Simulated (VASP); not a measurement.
**KI: single point with BLYP**

**What was measured.**

A printed reference work, monograph reports, for a bulk crystal of KI: band gap 6.32 eV.

KI:

```
I K
1.0
     0.00000    3.66413    3.66413
     3.66413    0.00000    3.66413
     3.66413    3.66413    0.00000
I K
1 1
Direct
  0.50000 0.50000 0.50000
  0.00000 0.00000 0.00000
```

```yaml
Program: VASP 6.6.1
Task: single point
Functional: BLYP
Potentials_or_basis: VASP PAW PBE potentials, release 64 (I, K_sv)
Cutoff: 520 eV
k_mesh: 7 × 7 × 7
Occupations: fermi-dirac, width 0.05 eV
Spin: no spin polarisation
```

```
Pressure               : 0.0 GPa
Band gap on the k mesh : 3.74 eV
```

Levels at points of the mesh, in eV from the valence-band top:
| k point | band 6 | band 7 | band 8 | band 9 | band 10 | band 11 |
| --- | --- | --- | --- | --- | --- | --- |
| (0.00, 0.00, 0.00) | 0.00 | 0.00 | 0.00 | 3.74 | 6.46 | 6.46 |

Wall time 34 s on 1 thread of Intel(R) Xeon(R) Platinum 8559C (Emerald Rapids) (shared host), peak memory 0.25 GiB.

Against the measured gap of KI, 6.32 eV (a printed reference work, monograph), the calculated 3.74 eV is off by -2.58 eV. Spin-orbit coupling on I is left out. The value is that of BLYP on a finite k mesh, which can miss the band edges, without temperature or zero-point motion. Semilocal functionals fall short of measured gaps as a rule.

Caveat: the PAW data sets were made with another functional, which shifts forces and pressure a little; spin-orbit coupling is left out, which moves the levels of the heavy elements; an odd mesh through Γ misses points on the zone boundary, where band edges can lie.
